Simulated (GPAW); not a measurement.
# BP (F-43m) in GPAW: settings compared

Aim: see how the results for BP move with the level of theory and the settings. Levels: PBE, LDA. Tasks: band structure.

Program: GPAW 26.7.0. These are calculated values, not measurements. Logs are shortened: lines on timing, memory, paths and dates and some standing lists are left out, and cuts for length are marked. The log counts tension as positive stress, the text compression.

### 1 Starting point

The structure is cubic, space group F-43m (No. 216). The conventional cell has a = 4.538 Å, b = 4.538 Å, c = 4.538 Å, α = 90.00°, β = 90.00°, γ = 90.00°. P (site symmetry -43m) has 4 B at 1.97 Å as nearest neighbours. Around B (site symmetry -43m) lie 4 P at 1.97 Å.

### 2 Band structure, PBE

run.py

```python
from ase.dft.bandgap import bandgap
from ase.io import read, write
from ase.units import GPa
from gpaw import GPAW, PW

atoms = read('POSCAR')

calc = GPAW(mode=PW(800),
            xc='PBE',
            kpts={'size': (10, 10, 10), 'gamma': True},
            occupations={'name': 'fermi-dirac', 'width': 0.05},
            nbands=11,
            convergence={'density': 1e-05, 'energy': 1e-05},
            maxiter=150,
            txt='gpaw.txt')
atoms.calc = calc
energy = atoms.get_potential_energy()
forces = atoms.get_forces()
stress = atoms.get_stress()
calc.write('gs.gpw')
write('result.traj', atoms)
print(f'Energy: {energy:.6f} eV')
print('Forces (eV/A):')
print(forces.round(4))
print('Stress (GPa):', (stress / GPa).round(3))
print('Fermi level:', round(calc.get_fermi_level(), 4), 'eV')
print(f'Gap: {bandgap(calc)[0]:.4f} eV, direct: {bandgap(calc, direct=True)[0]:.4f} eV')

path = atoms.cell.bandpath('GXWKGLUWLK,UX', npoints=60, eps=1e-4)
bs_calc = calc.fixed_density(kpts=path, symmetry='off', nbands=19,
                             convergence={'bands': 'CBM+6.0', 'eigenstates': 1e-6}, txt='bands.txt')
bs = bs_calc.band_structure()
bs.write('bs.json')
print(f'Gap on the path: {bandgap(bs_calc)[0]:.4f} eV')
```

POSCAR

```
BP
1.0
    0.0000000000      2.2690000000      2.2690000000
    2.2690000000      0.0000000000      2.2690000000
    2.2690000000      2.2690000000      0.0000000000
P B
1 1
Direct
    0.7500000000      0.7500000000      0.7500000000
    0.0000000000      0.0000000000      0.0000000000
```

Potentials or basis: GPAW PAW data sets (gpaw-data 1.2.1), pw.

Run with:

```bash
OMP_NUM_THREADS=1 python run.py
```

gpaw.txt:

```text
__  _  _
 | _ |_)|_||  |
 |__||  | ||/\| - 26.7.0

Input parameters:
  mode=PW(ecut=800.0),
  convergence={'density': 1e-05, 'energy': 1e-05},
  kpts=MonkhorstPack(size=(10, 10, 10), gamma=True),
  maxiter=150,
  nbands=11,
  occupations=Occupations(name='fermi-dirac', width=0.05),
  xc=XC(name='PBE')

Diagonalizing LCAO Hamiltonian
Converting LCAO to pw mode

                  P

       B

Atoms  # Å, Bohr magnetons
|   | symbol |        x |        y |        z |    initial magnetic moments |
|---|--------|----------|----------|----------|-----------------------------|
| 0 |      P | 3.403500 | 3.403500 | 3.403500 | ( 0.0000,  0.0000,  0.0000) |
| 1 |      B | 0.000000 | 0.000000 | 0.000000 | ( 0.0000,  0.0000,  0.0000) |

Unit cell  # Å
| periodic |        x |        y |        z |  lengths |    angles |
|----------|----------|----------|----------|----------|-----------|
|      yes | 0.000000 | 2.269000 | 2.269000 | 3.208851 | 60.000000 |
|      yes | 2.269000 | 0.000000 | 2.269000 | 3.208851 | 60.000000 |
|      yes | 2.269000 | 2.269000 | 0.000000 | 3.208851 | 60.000000 |

Number of symmetries: 24
Symmetry operations  # r_c * U_cc + t_c -> r_c
|    | kind |            matrix            |
|----|------|------------------------------|
|  0 |  E   |  1, 0, 0,  0, 1, 0,  0, 0, 1 |
|  1 |  σ   |  1, 0, 0,  0, 0, 1,  0, 1, 0 |
|  2 |  σ   |  1, 0,-1,  0, 1,-1,  0, 0,-1 |
|  3 |  C3  |  1, 0,-1,  0, 0,-1,  0, 1,-1 |
|  4 |  C3  |  1,-1, 0,  0,-1, 1,  0,-1, 0 |
|  5 |  σ   |  1,-1, 0,  0,-1, 0,  0,-1, 1 |
|  6 |  σ   |  0, 1, 0,  1, 0, 0,  0, 0, 1 |
|  7 |  C3  |  0, 1, 0,  0, 0, 1,  1, 0, 0 |
|  8 |  C2  |  0, 1,-1,  1, 0,-1,  0, 0,-1 |
|  9 |  S4  |  0, 1,-1,  0, 0,-1,  1, 0,-1 |
| 10 |  C3  |  0, 0, 1,  1, 0, 0,  0, 1, 0 |
| 11 |  σ   |  0, 0, 1,  0, 1, 0,  1, 0, 0 |
| 12 |  S4  |  0, 0,-1,  1, 0,-1,  0, 1,-1 |
| 13 |  C3  |  0, 0,-1,  0, 1,-1,  1, 0,-1 |
| 14 |  S4  |  0,-1, 1,  1,-1, 0,  0,-1, 0 |
| 15 |  C2  |  0,-1, 1,  0,-1, 0,  1,-1, 0 |
| 16 |  C3  |  0,-1, 0,  1,-1, 0,  0,-1, 1 |
| 17 |  S4  |  0,-1, 0,  0,-1, 1,  1,-1, 0 |
| 18 |  S4  | -1, 1, 0, -1, 0, 1, -1, 0, 0 |
| 19 |  C3  | -1, 1, 0, -1, 0, 0, -1, 0, 1 |
| 20 |  C3  | -1, 0, 1, -1, 1, 0, -1, 0, 0 |
| 21 |  S4  | -1, 0, 1, -1, 0, 0, -1, 1, 0 |
| 22 |  σ   | -1, 0, 0, -1, 1, 0, -1, 0, 1 |
| 23 |  C2  | -1, 0, 0, -1, 0, 1, -1, 1, 0 |

BZ-sampling:
  Number of BZ points: 1000
  Number of IBZ points: 47

  Monkhorst-Pack size: [10, 10, 10]
  Monkhorst-Pack shift: [0.05, 0.05, 0.05]

K-points  # in reciprocal-cell coordinates
|     |                                coordinates |     weight |
|-----|--------------------------------------------|------------|
|   0 | (  0.00000000,   0.00000000,   0.00000000) | 0.00100000 |
|   1 | (  0.10000000,   0.10000000,   0.00000000) | 0.00600000 |
|   2 | (  0.10000000,   0.10000000,   0.10000000) | 0.00800000 |
|   3 | (  0.20000000,   0.10000000,   0.10000000) | 0.01200000 |
|   4 | (  0.20000000,   0.20000000,   0.00000000) | 0.00600000 |
|   5 | (  0.20000000,   0.20000000,   0.10000000) | 0.02400000 |
|   6 | (  0.20000000,   0.20000000,   0.20000000) | 0.00800000 |
|   7 | (  0.30000000,   0.20000000,   0.10000000) | 0.02400000 |
|   8 | (  0.30000000,   0.20000000,   0.20000000) | 0.02400000 |
|   9 | (  0.30000000,   0.30000000,   0.00000000) | 0.00600000 |
| ... |                                            |            |
|  46 | (  0.50000000,   0.50000000,   0.50000000) | 0.00400000 |

Plane wave coefficients: 1243
Cutoff: 800.0 eV

Spin-components: 1 (collinear spins)
Bands:           11
Projectors:      10
Spin-degeneracy: 2
Datatype:        complex128

Parallelization:
  kpt:    1
  domain: 1
  band:   1

Density:
  Valence electrons: 8.0
  Components: 1
  Grid points: [21 21 21]
  Charge: 0.0  # |e|

Potential:
  Grid points: [21 21 21]

species:
  P:
    name:    Phosphorus
    Z:       15.0
    valence: 5
    core:    10
    charge:  0.0  # [|e|]
    compensation charges:
      type: gauss
      rc: 0.30  # [Å]
      lmax: 2
    cutoffs:
      filter: 1.69  # [Å]
      core: 1.81  # [Å]
    projectors
    | kind |    occ | energy [eV] | rcut [Å] |
    |------|--------|-------------|----------|
    |   3s |  2.000 |     -13.968 |    0.953 |
    |   3p |  3.000 |      -5.506 |    0.953 |
    |    s |        |      13.244 |    0.953 |
    |    p |        |      21.705 |    0.953 |
    |    d |        |       0.000 |    0.953 |

    Using partial waves for P as LCAO basis

  B:
    name:    Boron
    Z:       5.0
    valence: 3
    core:    2
    charge:  0.0  # [|e|]
    compensation charges:
      type: gauss
      rc: 0.20  # [Å]
      lmax: 2
    cutoffs:
      filter: 1.14  # [Å]
      core: 1.38  # [Å]
    projectors
    | kind |    occ | energy [eV] | rcut [Å] |
    |------|--------|-------------|----------|
    |   2s |  2.000 |      -9.443 |    0.635 |
    |   2p |  1.000 |      -3.606 |    0.635 |
    |    s |        |      17.768 |    0.635 |
    |    p |        |      23.605 |    0.635 |
    |    d |        |       0.000 |    0.635 |

    Using partial waves for B as LCAO basis

Reference energy: -9972.403226  # eV

eigensolver:
  PPCG
  Converge bands: occupied
  niter=2

density mixing:
  MSR1-Mixer
  Pratt-step length: 0.05
  Maximum mixing coefficient: 0.75
  Old densities: 10
  SVD Regularization: 0.005
  Good broyden scale: 1.0
  Trust region scale: 1.0
  Backstep threshold: 4.0
  History deletion threshold: 6.0
  Fourier metric: weight=20.0, sigma=0.015

occupation numbers:
  Fermi-Dirac:
    width: 0.0500  # eV

poisson solver:
  ecut: 6400.0  # eV

xc functional:
  name: PBE with 2 nearest neighbor stencil

convergence criteria:
- Maximum integral of absolute [dens]ity change: 1e-05 electrons / valence electron
- Maximum [total energy] change in last 3 cyles: 1e-05 eV / valence electron
- Maximum integral of absolute [eigenst]ate change: 4e-08 eV^2 / valence electron
maximum number of iterations: 150

SCF iterations
|iter     | |      energy | eigst |  dens |
|---------|-|-------------|-------|-------|
|iter:   1| |  -13.509247 | +0.12 |       |
|iter:   2| |  -13.397068 | -2.13 | -0.71 |
|iter:   3| |  -12.900160 | -1.48 | -0.74 |
|iter:   4| |  -12.894340 | -3.00 | -1.44 |
|iter:   5| |  -12.894424 | -4.06 | -1.95 |
|iter:   6| |  -12.894453 | -5.46 | -2.62 |
|iter:   7| |  -12.894454c| -7.18 | -3.73 |
|iter:   8| |  -12.894454c| -8.52c| -4.32 |
|iter:   9| |  -12.894454c| -9.50c| -5.65c|

Converged in 9 steps
Energy contributions relative to reference atoms: (reference = -9972.403226)

Energy contributions:
  Kinetic:          13.495294
  Coulomb:         -11.767841
  Zero:             -0.023694
  External:          0.000000
  Xc:              -14.598212
  Entropy:          -0.000000
  Spinorbit:         0.000000
  ----------------------------
  Free energy:     -12.894454
  Extrapolated:    -12.894454

dipole moment: (-3.355125, -3.355125, -3.355125)  # |e|*Ang

Fermi level: 8.814
Eigenvalues  # (at kpt = [0.000, 0.000, 0.000])
| band index |      eig [eV] | occ [0-2] |
|------------|---------------|-----------|
|          0 |        -7.251 |     2.000 |
|          1 |         8.210 |     2.000 |
|          2 |         8.210 |     2.000 |
|          3 |         8.210 |     2.000 |
|          4 |        11.616 |     0.000 |
|          5 |        11.616 |     0.000 |
|          6 |        11.616 |     0.000 |
|          7 |        15.599 |     0.000 |
|          8 |        19.765 |     0.000 |
|          9 |        20.237 |     0.000 |
|         10 |        20.237 |     0.000 |

Gap: 1.244 eV
Transition (v -> c):
  (s=0, k=0, n=3, [0.00, 0.00, 0.00]) -> (s=0, k=24, n=4, [0.40, 0.40, 0.00])
Direct/indirect transitions are different
Direct gap: 3.405 eV
Transition at: (s=0, k=0, n=3, [0.00, 0.00, 0.00])

Forces  # eV/Ang
|        x |        y |        z |
|----------|----------|----------|
| -0.00000 | -0.00000 | -0.00000 |  # P    0
| -0.00000 | -0.00000 |  0.00000 |  # B    1

Stress tensor  # eV/Ang^3
|         x |         y |         z |
|-----------|-----------|-----------|
| -0.008593 |  0.000000 | -0.000000 |
|  0.000000 | -0.008593 |  0.000000 |
| -0.000000 |  0.000000 | -0.008593 |

# Writing to gs.gpw (mode='')
```

Run time: 25 s. Hardware: 1 thread of Arm Neoverse V1, shared host; peak memory 0.2 GiB.

What came out:

| Quantity | Value |
| --- | --- |
| Free energy | -12.8945 eV |
| Pressure | 1.4 GPa |
| Band gap on the k mesh | 1.24 eV, indirect (least direct gap 3.41 eV) |
| Band gap along the path | 1.25 eV, indirect (least direct gap 3.41 eV) |

Levels at the corners of the path, in eV from the valence-band top:
```csv
point,band 2,band 3,band 4,band 5,band 6,band 7
Γ,0.00,0.00,0.00,3.41,3.41,3.41
X,-8.58,-4.11,-4.11,1.34,1.66,12.09
W,-8.06,-5.67,-5.47,5.33,6.76,7.25
K,-8.16,-6.22,-3.50,2.15,6.00,9.72
Γ,0.00,0.00,0.00,3.41,3.41,3.41
L,-9.04,-1.76,-1.76,3.78,4.71,4.71
U,-8.16,-6.22,-3.50,2.15,6.00,9.72
W,-8.06,-5.67,-5.47,5.33,6.76,7.25
L,-9.04,-1.76,-1.76,3.78,4.71,4.71
K,-8.16,-6.22,-3.50,2.15,6.00,9.72
U,-8.16,-6.22,-3.50,2.15,6.00,9.72
X,-8.58,-4.11,-4.11,1.34,1.66,12.09
```

Expect the measured gap to be larger: semilocal functionals such as PBE lack the derivative discontinuity.

(Part 1 of 2 ends here.)
